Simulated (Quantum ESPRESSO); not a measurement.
# ZrS: Wannier functions under several settings

```
Zr S
1.0
     0.00000    2.62500    2.62500
     2.62500    0.00000    2.62500
     2.62500    2.62500    0.00000
Zr S
1 1
Cartesian
  0.0000 0.0000 0.0000
  2.6250 2.6250 2.6250
```

All runs used Quantum ESPRESSO 7.5; potentials PseudoDojo 0.4.1 SR LDA standard; k mesh 7 × 7 × 7; given cell; no spin polarisation; cutoff 952 eV; occupations fermi-dirac, width 0.05 eV.

| level | start | Wannier mesh | spread a function (Å²) | RMS miss of the bands (meV) |
| --- | --- | --- | --- | --- |
| LDA | atomic projections with disentanglement | 5 × 5 × 5 | ? | ? |
| LDA | atomic projections with disentanglement, not minimised | 5 × 5 × 5 | 2.02 | 12 |
| LDA | SCDM with an erfc weight | 5 × 5 × 5 | 2.89 | 49 |

What stands in the row left open?

Spread a function 1.91 Å²; RMS miss of the bands 13 meV.

For the row left open. Caveat: the k mesh is coarse.
